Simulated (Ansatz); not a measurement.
Sb as a buckled honeycomb monolayer: a single-point calculation in the plane-wave code Ansatz (PBE). The cell was relaxed with r2SCAN and then strained (in-plane biaxial -5.0 %), with the atoms relaxed again with r2SCAN; k points keep the names of the unstrained zone.

Input file:
```yaml
crystal:
  lattice:
    - [3.8999238406, 0.0, 0.0]
    - [-1.9499619203, 3.3774331188, 0.0]
    - [0.0, 0.0, 26.8552477996]
  atoms:
    - { symbol: Sb, position: [0.3333333333, 0.6666666667, 0.3135771594] }
    - { symbol: Sb, position: [0.6666666667, 0.3333333333, 0.3763298576] }
  periodic: [true, true, false]
kpoints:
  mp_grid: { grid: [12, 12, 1] }
  band_path:
    path: [[0.0, 0.0, 0.0], [0.5, 0.0, 0.0], [0.3333333333, 0.3333333333, 0.0]]
    npoints: 1
hamiltonian:
  xc: pbe
scf:
  occupations: { method: fermi_dirac, width: 0.02 }
  n_extra_bands: 4
output:
  forces: true
  stress: true
  eigenvalues: true
```

Run as `ansatz run input.yaml --threads 4 --pin off --max-ram 5529MiB --backend cpu --events-out ev --progress --plain --runs-dir out`. It took 2.9 s on 4 threads of Arm Neoverse V1 (shared host); peak host memory 0.64 GiB.

What the program printed (shortened):
```
scf.n_extra_bands = 4 over 15 filled bands (N_el = 30.0): the run solves 19 bands
Pseudopotential: Sb, paw, valence charge 15, recommended cutoff 420 eV (normal)
Functional definition: PBE
Crystal: 2 atoms, lattice volume = 353.730 Å³
Basis set: ecut = 420 eV, 7001 PW (Γ)
Symmetry: 12 space group operations
Space group: P-3m1 (ITA 164)
k-points: 19 of 144
preconditioner: auto → none  [insulator: Δε(μ)=0.663 eV  σ=0.020 eV  ℏωp=6.2 eV]
Free energy (F): -12968.702344 eV
Fermi energy:    -3.894909 eV
--- Forces (eV/Å), atoms counted from 1 ---
  atom   1  Sb      0.00000      0.00000    -0.33066
  atom   2  Sb      0.00000      0.00000      0.33066
--- 2D stress c σ (N/m, compression-positive) ---
        2.930810       0.000000       0.000000
        0.000000       2.930810       0.000000
        0.000000       0.000000       0.000000
  P = ½ c Tr σ = 2.9308 N/m
--- Band table (eV; the first three rows and the last of 19) ---
  k-point 0: bands = […, -33.0021, -16.6008, -11.3522, -5.7930, -4.2115, -4.2115, -2.3075, -1.4282, -1.4282, -0.5337]
  k-point 1: bands = […, -33.0022, -16.5140, -11.3169, -5.7387, -5.0657, -4.4296, -1.9846, -1.4630 (-1.4630°), -1.2407, -0.3447]
  k-point 2: bands = […, -33.0027, -16.2556, -11.2420, -6.4035, -5.6027, -4.8982, -2.6158, -0.9393 (-0.9394°), -0.9227, -0.0561]
  k-point 18: bands = […, -33.0105, -13.2591, -13.2591, -8.5892, -6.7361, -6.7361, -3.5777, -1.1001, -1.1001, 1.9055]
```

The rows of the band table are 0: (0, 0, 0) = Γ, 1: (0, 0.083, 0), 2: (0, 1/6, 0), 18: (1/3, 1/3, 0) = K.

bands.tsv, columns around the gap (it counts bands from 0):
```tsv
# k_distance	band_10	band_11	band_12	band_13	band_14	band_15	band_16	band_17	band_18
# fermi_ev = -3.894909
# [0, 0, 0] at k_distance = 0.000000
# [0.5, 0, 0] at k_distance = 0.930172
# [0.3333333333, 0.3333333333, 0] at k_distance = 1.467207
# levels_relative_to = fermi_ev
0.000	-12.706	-7.457	-1.898	-0.317	-0.317	1.587	2.467	2.467	3.361
0.930	-10.385	-8.689	-4.118	-2.606	-2.208	1.026	1.363	2.994	4.081
1.467	-9.364	-9.364	-4.694	-2.841	-2.841	0.317	2.795	2.795	5.800
```
In order the rows are Γ, M, K.

With PBE the valence top lies at Γ and the conduction bottom at K, 0.63 eV higher; the smallest vertical gap, at Γ, is 1.90 eV. Edges are sought over the mesh and the listed points. With the atoms held, the mean in-plane stress is +2.93 N/m (compression positive). The largest force is 0.33 eV/Å.

Values at 0 K without nuclear motion; spin polarisation is off, and the phase may be a hypothetical one.

No spin-orbit coupling is included; it can move band edges with weight on the heavy atoms by tenths of an eV.
